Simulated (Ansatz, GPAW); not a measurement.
Given: the input of a run of GPAW 26.7.0 (ASE script) on HfN. 

File run.py:

```python
from ase.dft.bandgap import bandgap
from ase.io import read, write
from ase.units import GPa
from gpaw import GPAW, PW

atoms = read('HfN.xyz')

calc = GPAW(mode=PW(800),
            xc='PBE',
            kpts={'size': (10, 10, 10), 'gamma': True},
            occupations={'name': 'methfessel-paxton', 'order': 0, 'width': 0.025},
            nbands=19,
            convergence={'density': 1e-05, 'energy': 1e-05},
            maxiter=150,
            txt='gpaw.txt')
atoms.calc = calc
energy = atoms.get_potential_energy()
forces = atoms.get_forces()
stress = atoms.get_stress()
calc.write('gs.gpw')
write('result.traj', atoms)
print(f'Energy: {energy:.6f} eV')
print('Forces (eV/A):')
print(forces.round(4))
print('Stress (GPa):', (stress / GPa).round(3))
print('Fermi level:', round(calc.get_fermi_level(), 4), 'eV')
print(f'Gap: {bandgap(calc)[0]:.4f} eV, direct: {bandgap(calc, direct=True)[0]:.4f} eV')
```

HfN.xyz

```xyz
2
Lattice="0.0000000000 2.2560000000 2.2560000000 2.2560000000 0.0000000000 2.2560000000 2.2560000000 2.2560000000 0.0000000000" Properties=species:S:1:pos:R:3 pbc="T T T"
Hf     0.0000000000      0.0000000000      0.0000000000
N      2.2560000000      2.2560000000      2.2560000000
```

Potentials or basis: GPAW PAW data sets (gpaw-data 1.2.1), pw.

Launch:

```console
$ OMP_NUM_THREADS=1 python run.py
```

Q: Set up the same calculation for Ansatz 0.2.0. Potentials or basis there: all-electron LAPW, scalar-relativistic.

A: As run (cutoffs and basis follow the program's own potentials, and thresholds, step limits or extra output files can differ):

input.yaml

```yaml
crystal:
  lattice:
    - [0.0, 2.256, 2.256]
    - [2.256, 0.0, 2.256]
    - [2.256, 2.256, 0.0]
  atoms:
    - { symbol: Hf, position: [0.0, 0.0, 0.0] }
    - { symbol: "N", position: [0.5, 0.5, 0.5] }
kpoints:
  mp_grid: { grid: [10, 10, 10] }
scf:
  occupations: { method: gaussian, width: 0.025 }
hamiltonian:
  xc: pbe
  pseudopotentials: { kind: all_electron, lapw: { basis_error: 0.001 } }
output:
  forces: true
  stress: true
  eigenvalues: true
```

Potentials or basis: all-electron LAPW, scalar-relativistic.

Command:

```bash
$ ansatz run input.yaml --threads 1 --pin off --max-ram 3072MiB --backend cpu --events-out ev --progress --plain --runs-dir out
```

Both were run:

|  | GPAW | Ansatz |
| --- | --- | --- |
| Pressure | 6.7 GPa | 6.7 GPa |

Where Ansatz's input types no cutoff or centring, it takes its own default and a Γ-centred mesh.

Pressure is positive in compression.
